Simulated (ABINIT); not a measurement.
# InAs (F-43m) in ABINIT: notebook

One crystal, InAs, is run at these levels: BP86, HLE16, PBE; tasks: band structure.

All numbers are computed with ABINIT 10.8.3 (patched build); they aren't measurements. Logs are shortened: lines on timing, memory, paths and dates and some standing lists are left out, and cuts for length are marked. The log counts tension as positive stress, the text compression.

**What was measured.**

From a printed reference work, data compilation, for a bulk crystal of InAs at 4.2 K: band gap 0.418 eV (direct).

How close the calculation comes is told below.

### 1 The crystal as given

The structure is cubic, space group F-43m (No. 216). The conventional cell has a = 6.036 Å, b = 6.036 Å, c = 6.036 Å, α = 90.00°, β = 90.00°, γ = 90.00°. Around In (site symmetry -43m) lie 4 As at 2.61 Å. As (site symmetry -43m) is surrounded by 4 In at 2.61 Å.

### 2 Band structure, BP86

The input, run.abi:

```
ndtset 2

pp_dirpath "./"
pseudos "In.GGA_PBE-JTH.xml, As.GGA_PBE-JTH.xml"

acell 3*1.0
rprim
     0.0000000000     5.7031934441     5.7031934441
     5.7031934441     0.0000000000     5.7031934441
     5.7031934441     5.7031934441     0.0000000000
ntypat 2
znucl 49 33
natom 2
typat 1 2
xcart
     0.0000000000     0.0000000000     0.0000000000
     4.5270000000     4.5270000000     4.5270000000 Angstrom

ecut 462.593566 eV
pawecutdg 34.0

ixc -106132

occopt 3
tsmear 0.00183747

nstep 100

iomode 3
prtwf 0
prteig 0
prtebands 0
enunit 1
prtden1 1

kptopt1 1
ngkpt1 8 8 8
nshiftk1 1
shiftk1 0.0 0.0 0.0
nband1 18
tolvrs1 1.0e-9

iscf2 -2
getden2 1
nband2 22
nbdbuf2 2
tolwfr2 1.0e-12
kptopt2 -9
ndivsm2 8
prteig2 1
prtvol2 -3
kptbounds2
     0.0000000000     0.0000000000     0.0000000000
     0.5000000000     0.0000000000     0.5000000000
     0.5000000000     0.2500000000     0.7500000000
     0.3750000000     0.3750000000     0.7500000000
     0.0000000000     0.0000000000     0.0000000000
     0.5000000000     0.5000000000     0.5000000000
     0.6250000000     0.2500000000     0.6250000000
     0.5000000000     0.2500000000     0.7500000000
     0.5000000000     0.5000000000     0.5000000000
     0.3750000000     0.3750000000     0.7500000000
```

Potentials or basis: JTH PAW PBE v2.0.

The run is started by

```console
abinit run.abi > log 2>&1
```

run.abo:

```text
.Version 10.8.3 of ABINIT
 DATASET    1 : space group F-4 3 m (#216); Bravais cF (face-center cubic)
================================================================================
 Values of the parameters that define the memory need for DATASET  1.
     intxc =       0    ionmov =       0      iscf =      17    lmnmax =      18
     lnmax =       6     mgfft =      30  mpssoang =       3    mqgrid =    3001
     natom =       2  nloc_mem =       2    nspden =       1   nspinor =       1
    nsppol =       1      nsym =      24    n1xccc =       1    ntypat =       2
    occopt =       3   xclevel =       2
       mpw =        1254          nfft =       27000          nkpt =          29
 PAW method is used; the additional fine FFT grid is defined by:
   mgfftf=        45    nfftf =     91125
================================================================================
================================================================================

 DATASET    2 : space group F-4 3 m (#216); Bravais cF (face-center cubic)
================================================================================
 Values of the parameters that define the memory need for DATASET  2.
     intxc =       0    ionmov =       0      iscf =      -2    lmnmax =      18
     lnmax =       6     mgfft =      30  mpssoang =       3    mqgrid =    3001
     natom =       2  nloc_mem =       2    nspden =       1   nspinor =       1
    nsppol =       1      nsym =      24    n1xccc =       1    ntypat =       2
    occopt =       3   xclevel =       2
       mpw =        1267          nfft =       27000          nkpt =         139
 PAW method is used; the additional fine FFT grid is defined by:
   mgfftf=        45    nfftf =     91125
================================================================================
================================================================================

--------------------------------------------------------------------------------
------------- Echo of variables that govern the present computation ------------
--------------------------------------------------------------------------------
 -outvars: echo values of preprocessed input variables --------
            acell      1.0000000000E+00  1.0000000000E+00  1.0000000000E+00 Bohr
              amu      1.14820000E+02  7.49215900E+01
             ecut      1.70000000E+01 Hartree
           enunit           1
           getden1          0
           getden2          1
             iscf1         17
             iscf2         -2
              ixc     -106132
           jdtset        1    2
           kptopt1          1
           kptopt2         -9
         kptrlatt        8    0    0      0    8    0      0    0    8
          kptrlen1     6.45242681E+01
          kptrlen2     3.00000000E+01
            natom           2
            nband1         18
            nband2         22
           nbdbuf1          0
           nbdbuf2          2
           ndtset           2
           ndivsm1          0
           ndivsm2          8
            ngfft          30      30      30
          ngfftdg          45      45      45
             nkpt1         29
             nkpt2        139
            nstep         100
             nsym          24
           ntypat           2
           occopt           3
        pawecutdg      3.40000000E+01 Hartree
         pawxcdev           0
        prtebands           0
           prteig1          0
           prteig2          1
           prtvol1          0
           prtvol2         -3
            prtwf           0
            rprim      0.0000000000E+00  5.7031934441E+00  5.7031934441E+00
                       5.7031934441E+00  0.0000000000E+00  5.7031934441E+00
                       5.7031934441E+00  5.7031934441E+00  0.0000000000E+00
           shiftk1     0.00000000E+00  0.00000000E+00  0.00000000E+00
           shiftk2     5.00000000E-01  5.00000000E-01  5.00000000E-01
          spgroup         216
           tolvrs1     1.00000000E-09
           tolvrs2     0.00000000E+00
           tolwfr1     0.00000000E+00
           tolwfr2     1.00000000E-12
[... 244 lines left out ...]
 Non-SCF case, kpt    1 (  0.00000  0.00000  0.00000), residuals and eigenvalues=
  2.79E-13  6.60E-13  8.71E-13  2.21E-13  9.06E-13  5.80E-14  5.31E-13  7.19E-13
  8.85E-13  1.87E-13  9.17E-13  5.05E-13  3.73E-13  6.82E-13  6.76E-13  7.60E-13
  5.02E-13  6.06E-13  7.14E-13  6.58E-13  1.79E-10  6.90E-13
 -1.1389E+00 -1.1389E+00 -1.1389E+00 -1.1387E+00 -1.1387E+00 -3.8101E-01
 -3.8101E-01 -3.8101E-01 -3.7637E-01 -3.7637E-01 -2.9024E-01  1.3822E-01
  1.4846E-01  1.4846E-01  1.4846E-01  2.9155E-01  2.9155E-01  2.9155E-01
  4.2563E-01  5.0868E-01  5.0868E-01  5.3441E-01
 Non-SCF case, kpt    2 (  0.02174  0.00000  0.02174), residuals and eigenvalues=
  7.74E-13  4.93E-13  9.08E-13  8.55E-13  7.53E-13  4.12E-13  6.11E-13  7.20E-13
  6.46E-13  9.15E-13  2.45E-13  3.12E-13  2.96E-13  4.99E-13  9.53E-13  7.45E-13
[... 1087 lines left out ...]
  6.50E-13  3.36E-13  2.82E-13  6.39E-13  6.54E-13  5.97E-13  3.58E-13  3.35E-13
  3.95E-13  8.26E-13  3.09E-13  4.61E-13  4.20E-09  7.61E-06
 -1.1389E+00 -1.1389E+00 -1.1389E+00 -1.1387E+00 -1.1386E+00 -3.8708E-01
 -3.7890E-01 -3.7843E-01 -3.7705E-01 -3.7595E-01 -2.1723E-01 -6.2317E-02
  2.6652E-02  7.8276E-02  2.2797E-01  3.1346E-01  4.0932E-01  4.1412E-01
  4.3428E-01  5.1368E-01  6.2122E-01  6.5996E-01
 Non-SCF case, kpt  139 (  0.37500  0.37500  0.75000), residuals and eigenvalues=
  3.22E-13  3.24E-13  4.55E-13  8.37E-13  5.94E-13  7.20E-13  3.32E-13  8.73E-13
  1.85E-13  4.49E-13  4.94E-13  5.05E-13  2.98E-13  3.51E-13  1.52E-13  3.60E-13
  6.61E-13  9.08E-13  6.38E-13  6.60E-13  4.05E-07  3.62E-05
 -1.1389E+00 -1.1389E+00 -1.1389E+00 -1.1387E+00 -1.1386E+00 -3.8718E-01
 -3.7881E-01 -3.7836E-01 -3.7712E-01 -3.7591E-01 -2.1645E-01 -6.3189E-02
  2.7673E-02  7.6191E-02  2.2618E-01  3.0538E-01  4.1701E-01  4.2096E-01
  4.3575E-01  5.1875E-01  6.2205E-01  6.7127E-01

--- !ResultsGS
iteration_state: {dtset: 2, }
comment   : Summary of ground state results
lattice_vectors:
- [  0.0000000,   5.7031934,   5.7031934, ]
- [  5.7031934,   0.0000000,   5.7031934, ]
- [  5.7031934,   5.7031934,   0.0000000, ]
lattice_lengths: [   8.06553,    8.06553,    8.06553, ]
lattice_angles: [ 60.000,  60.000,  60.000, ] # degrees, (23, 13, 12)
lattice_volume:   3.7100888E+02
convergence: {deltae:  0.000E+00, res2:  0.000E+00, residm:  9.997E-13, diffor:  0.000E+00, }
etotal    :  -1.72052258E+02
entropy   :   0.00000000E+00
fermie    :   1.50196578E-01
cartesian_stress_tensor: null
pressure_GPa: null
xred      :
- [  0.0000E+00,   0.0000E+00,   0.0000E+00, In]
- [  7.5000E-01,   7.5000E-01,   7.5000E-01, As]
cartesian_forces: null
force_length_stats: {min: null, max: null, mean: null, }
...

 Integrated electronic density in atomic spheres:
 ------------------------------------------------
 Atom  Sphere_radius  Integrated_density
    1        2.50645         11.23971650
    2        2.10392         12.70974139

================================================================================

 ----iterations are completed or convergence reached----

 Mean square residual over all n,k,spin=   56.201E-14; max=  99.969E-14
 reduced coordinates (array xred) for    2 atoms
       0.000000000000      0.000000000000      0.000000000000
       0.750000000000      0.750000000000      0.750000000000

 cartesian coordinates (angstrom) at end:
    1      0.00000000000000     0.00000000000000     0.00000000000000
    2      4.52699999691250     4.52699999691250     4.52699999691250
 length scales=  1.000000000000  1.000000000000  1.000000000000 bohr
              =  0.529177210544  0.529177210544  0.529177210544 angstroms
 Eigenvalues (   eV  ) for nkpt= 139  k points:
 kpt#   1, nband= 22, wtk=  1.00000, kpt=  0.0000  0.0000  0.0000 (reduced coord)
 -30.99161  -30.99161  -30.99161  -30.98435  -30.98435  -10.36791  -10.36791  -10.36791
 -10.24144  -10.24144   -7.89793    3.76107    4.03983    4.03983    4.03983    7.93338
   7.93338    7.93338   11.58200   13.84179   13.84179   14.54214
 kpt#   2, nband= 22, wtk=  1.00000, kpt=  0.0217  0.0000  0.0217 (reduced coord)
 -30.99161  -30.99161  -30.99161  -30.98435  -30.98435  -10.36905  -10.36754  -10.36754
 -10.24157  -10.24133   -7.89122    3.54488    4.01993    4.01993    4.25611    7.90579
   7.96028    7.96028   11.62470   13.63739   13.84697   14.55721
 kpt#   3, nband= 22, wtk=  1.00000, kpt=  0.0435  0.0000  0.0435 (reduced coord)
 -30.99162  -30.99160  -30.99160  -30.98435  -30.98434  -10.37242  -10.36643  -10.36643
 -10.24198  -10.24103   -7.87115    3.23261    3.96206    3.96206    4.56829    7.82699
   8.03917    8.03917   11.74803   13.25904   13.86252   14.60238
 kpt#   4, nband= 22, wtk=  1.00000, kpt=  0.0652  0.0000  0.0652 (reduced coord)
 -30.99163  -30.99159  -30.99159  -30.98435  -30.98433  -10.37789  -10.36460  -10.36460
 -10.24267  -10.24052   -7.83791    2.91321    3.87107    3.87107    4.88616    7.70701
   8.16516    8.16516   11.93761   12.85747   13.88840   14.67766
 kpt#   5, nband= 22, wtk=  1.00000, kpt=  0.0870  0.0000  0.0870 (reduced coord)
[... 525 lines left out ...]
 -10.25500  -10.23181   -5.99173   -1.64469    0.79650    2.27268    6.31532    8.82472
  10.61530   10.78683   12.07685   13.88064   16.28930   17.39558
 kpt# 137, nband= 22, wtk=  1.00000, kpt=  0.3929  0.3929  0.7143 (reduced coord)
 -30.99177  -30.99130  -30.99117  -30.98434  -30.98404  -10.52954  -10.31296  -10.30027
 -10.25753  -10.23114   -5.94624   -1.66818    0.73823    2.19690    6.25853    8.71419
  10.84438   11.04219   11.92569   13.90253   16.68507   17.63249
 kpt# 138, nband= 22, wtk=  1.00000, kpt=  0.3839  0.3839  0.7321 (reduced coord)
 -30.99180  -30.99127  -30.99115  -30.98436  -30.98403  -10.53303  -10.31046  -10.29769
 -10.25994  -10.23022   -5.91114   -1.69574    0.72524    2.13001    6.20337    8.52981
  11.13815   11.26885   11.81742   13.97804   16.90430   17.95838
 kpt# 139, nband= 22, wtk=  1.00000, kpt=  0.3750  0.3750  0.7500 (reduced coord)
 -30.99183  -30.99124  -30.99114  -30.98437  -30.98401  -10.53581  -10.30804  -10.29569
 -10.26187  -10.22904   -5.89003   -1.71946    0.75303    2.07326    6.15461    8.30975
  11.34747   11.45494   11.85746   14.11585   16.92697   18.26616

== END DATASET(S) ==============================================================
================================================================================

 -outvars: echo values of variables after computation  --------
            acell      1.0000000000E+00  1.0000000000E+00  1.0000000000E+00 Bohr
           etotal1    -1.7205225823E+02
            fcart1     7.0819408009E-29 -2.3606469336E-29 -2.3606469336E-29
                      -7.0819408009E-29  2.3606469336E-29  2.3606469336E-29
            rprim      0.0000000000E+00  5.7031934441E+00  5.7031934441E+00
                       5.7031934441E+00  0.0000000000E+00  5.7031934441E+00
                       5.7031934441E+00  5.7031934441E+00  0.0000000000E+00
           strten1    -1.2877744238E-04 -1.2877744238E-04 -1.2877744238E-04
                       0.0000000000E+00  0.0000000000E+00  0.0000000000E+00
           xangst      0.0000000000E+00  0.0000000000E+00  0.0000000000E+00
                       4.5269999969E+00  4.5269999969E+00  4.5269999969E+00
             xred      0.0000000000E+00  0.0000000000E+00  0.0000000000E+00
                       7.5000000000E-01  7.5000000000E-01  7.5000000000E-01
 Calculation completed.
```

Wall time 85 s (1 thread of Arm Neoverse V2, shared host); peak memory 0.16 GiB.

What came out:

- Free energy: -4681.7805 eV
- Band gap on the k mesh: none (metal or under the smearing width)
- Valence electrons inside the program's atomic spheres: In 11.24; As 12.71

Levels at the corners of the path, in eV from the Fermi level:
```tsv
point	band 11	band 12	band 13	band 14	band 15	band 16	band 17	band 18
Γ	-11.98	-0.33	-0.05	-0.05	-0.05	3.85	3.85	3.85
X	-9.96	-5.94	-2.39	-2.39	1.51	2.01	9.15	9.20
W	-9.91	-5.80	-3.01	-2.94	4.13	4.28	4.94	6.08
K	-9.98	-5.81	-3.33	-2.01	2.07	4.22	7.26	7.37
Γ	-11.98	-0.33	-0.05	-0.05	-0.05	3.85	3.85	3.85
L	-10.50	-5.86	-1.05	-1.05	0.87	4.64	4.64	6.85
U	-9.98	-5.81	-3.33	-2.01	2.07	4.22	7.26	7.37
W	-9.91	-5.80	-3.01	-2.94	4.13	4.28	4.94	6.08
L	-10.50	-5.86	-1.05	-1.05	0.87	4.64	4.64	6.85
K	-9.98	-5.81	-3.33	-2.01	2.07	4.22	7.26	7.37
```

Caveat: the cutoff is too short for stress, so the log's stress isn't used; the PAW data sets were made with another functional, which shifts forces and pressure a little; spin-orbit coupling is left out, which moves the levels of the heavy elements; this crystal is a semiconductor, whose small gap the functional closes, so the metal is an error of the method.

(Continued in part 2 of 2.)
